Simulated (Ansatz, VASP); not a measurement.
# One calculation of TePb, two programs

File INCAR:

```
SYSTEM = TePb
PREC = Accurate
ENCUT = 520
EDIFF = 1E-6
ISMEAR = -1
SIGMA = 0.03
LREAL = .FALSE.
LASPH = .TRUE.
NELM = 80
ALGO = Normal
ISIF = 2
LWAVE = .FALSE.
LCHARG = .TRUE.
GGA = PE
LELF = .TRUE.
LVHAR = .TRUE.
NBANDS = 17
```

File KPOINTS:

```
Automatic mesh
0
G
  4 4 4
  0 0 0
```

POSCAR

```
TePb
1.0
    4.0022870000      0.0000000000      0.0000000000
    0.0000000000      4.0022870000      0.0000000000
    0.0000000000      0.0000000000      4.0022870000
Pb Te
1 1
Direct
    0.0000000000      0.0000000000      0.0000000000
    0.5000000000      0.5000000000      0.5000000000
```

File input.yaml:

```yaml
crystal:
  lattice:
    - [4.002287, 0.0, 0.0]
    - [0.0, 4.002287, 0.0]
    - [0.0, 0.0, 4.002287]
  atoms:
    - { symbol: Pb, position: [0.0, 0.0, 0.0] }
    - { symbol: Te, position: [0.5, 0.5, 0.5] }
kpoints:
  mp_grid: { grid: [4, 4, 4] }
scf:
  occupations: { method: fermi_dirac, width: 0.03 }
hamiltonian:
  xc: pbe
  pseudopotentials: { kind: all_electron, lapw: { basis_error: 0.002 } }
output:
  forces: true
  stress: true
  eigenvalues: true
```

Measurements of this composition are mostly on another form, of space group No. 225.

Alike in both runs: task single point; functional PBE; k mesh 4 × 4 × 4; occupations fermi-dirac, width 0.03 eV; no spin polarisation.

|  | VASP | Ansatz |
| --- | --- | --- |
| version | VASP 6.6.1 | Ansatz 0.2.0 |
| potentials or method | VASP PAW PBE potentials, release 64 (Pb_d, Te) | all-electron LAPW, scalar-relativistic |
| plane-wave cutoff (eV) | 520 | see its input |

|  | VASP | Ansatz | Ansatz less VASP |
| --- | --- | --- | --- |
| gap on the k mesh at the Fermi level (eV) | none | none | - |
| pressure (GPa) | 0.5 | 0.6 | +0.07 |

A gap of «none» marks a metal or a gap that the smearing closes. Ansatz ran all-electron here, so the differences hold the error of VASP's frozen core and of both bases.

Caveats: the k mesh is coarse (spacing up to 0.39 Å⁻¹), so the values aren't converged; the k mesh is thin for a metal, which can move the energy by tens of meV per atom (Ansatz). The runs have no spin-orbit coupling, so splittings on Pb, Te are missing.
